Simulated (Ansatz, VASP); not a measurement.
One calculation of TiO, two programs

```
Ti O
1.0
     2.87049    0.00000    0.00000
    -1.43525    2.48592    0.00000
     0.00000    0.00000    5.60437
Ti O
2 2
Direct
  0.66667 0.33333 0.75000
  0.33333 0.66667 0.25000
  0.00000 0.00000 0.50000
  0.00000 0.00000 0.00000
```

Change from the starting cell: volume scaled by 1.02.

Alike in both runs: task single point; functional PBEsol; k mesh 11 × 11 × 5; occupations fermi-dirac, width 0.05 eV; no spin polarisation.

|  | VASP | Ansatz |
| --- | --- | --- |
| version | VASP 6.6.1 | Ansatz 0.2.0 |
| potentials or method | VASP PAW PBE potentials, release 64 (Ti_sv, O) | Ansatz PAW |
| plane-wave cutoff (eV) | 520 | 420 |
| valence electrons in the cell | 36 | 36 |

Ansatz gave:

| Item | Value |
| --- | --- |
| gap on the k mesh at the Fermi level (eV) | none |
| pressure (GPa) | -13.9 |
| largest component of the traceless stress (GPa) | 1.97 |

Question: What did VASP give for the same quantities?

Answer: gap on the k mesh at the Fermi level (eV): none; pressure (GPa): -13.3; largest component of the traceless stress (GPa): 1.90.

A gap of «none» marks a metal or a gap that the smearing closes. The functional is the same, so the differences come from potentials, cutoffs and numerics.

Caveats: semilocal functionals often make such compounds metallic where correlation or magnetic order opens a gap, which also shifts bond lengths; the PAW data sets were made with another functional, which shifts forces and pressure a little (VASP); the pressure holds a Pulay correction of +0.6 GPa for the finite cutoff (Ansatz); the PAW data sets come from PBE, with cores solved anew for the run's functional, which leaves a small shift of forces and pressure (Ansatz).
